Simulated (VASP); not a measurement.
Write the native input for VASP 6.6.1 that does the following.

```yaml
Task: relaxation of cell and atoms
Functional: PBE
Potentials_or_basis: VASP PAW PBE potentials, release 64 (Cd, F)
Cutoff: 600 eV
k_mesh: 11 × 11 × 11
Occupations: fermi-dirac, width 0.05 eV
Spin: no spin polarisation
Dipole_correction: no
Further_INCAR_settings: ALGO = Fast; EDIFF = 1e-07; IBRION = 2; EDIFFG = -0.005; NSW = 100; ISIF = 3
```

The structure of CdF2 lies in POSCAR:

```
CdF2
1.0
    0.0000000000      2.5553258337      2.5553258337
    2.5553258337      0.0000000000      2.5553258337
    2.5553258337      2.5553258337      0.0000000000
Cd F
1 2
Direct
    0.0000000000      0.0000000000      0.0000000000
    0.2500000000      0.2500000000      0.2500000000
    0.7500000000      0.7500000000      0.7500000000
```

The cell was built by a generator and isn't the measured one.

The cell isn't the ideal one: cell and atoms relaxed from a first guess.

The input as run:

INCAR

```
ALGO = Fast
EDIFF = 1E-7
EDIFFG = -0.005
ENCUT = 600
GGA = PE
IBRION = 2
ISIF = 3
ISMEAR = -1
LASPH = T
LCHARG = F
LREAL = F
LWAVE = F
NELM = 80
NSW = 100
PREC = Accurate
SIGMA = 0.05
```

KPOINTS

```
k-points
0
Gamma
  11 11 11
```

Potentials or basis: VASP PAW PBE potentials, release 64 (Cd, F).

The run is started by

```console
$ cat potpaw_PBE.64/Cd/POTCAR potpaw_PBE.64/F/POTCAR > POTCAR
$ mpirun -np 1 vasp_std > vasp.out
```

It gave:

| Property | Result |
| --- | --- |
| Relaxed volume | 13.80 Å³/atom |
| Relaxed cell | a = 3.883 Å, b = 3.883 Å, c = 3.883 Å, α = 60.00°, β = 60.00°, γ = 60.00° |
| Space group after relaxing (to 0.05 Å) | Fm-3m (No. 225) |
| Energy gained by relaxing | 232.5 meV/atom |
| Ionic steps | 5 |
| Pressure after relaxing | 0.0 GPa |
| Band gap on the k mesh | 2.89 eV, indirect (least direct gap 3.43 eV) |

Caveat: the volume moved by over 15 % at a fixed basis, so the end points are rough; an odd mesh through Γ misses points on the zone boundary, where band edges often lie.

Wall time 3.4 min on 1 thread of Intel(R) Xeon(R) Platinum 8488C (Sapphire Rapids) (shared host), peak memory 0.2 GiB.
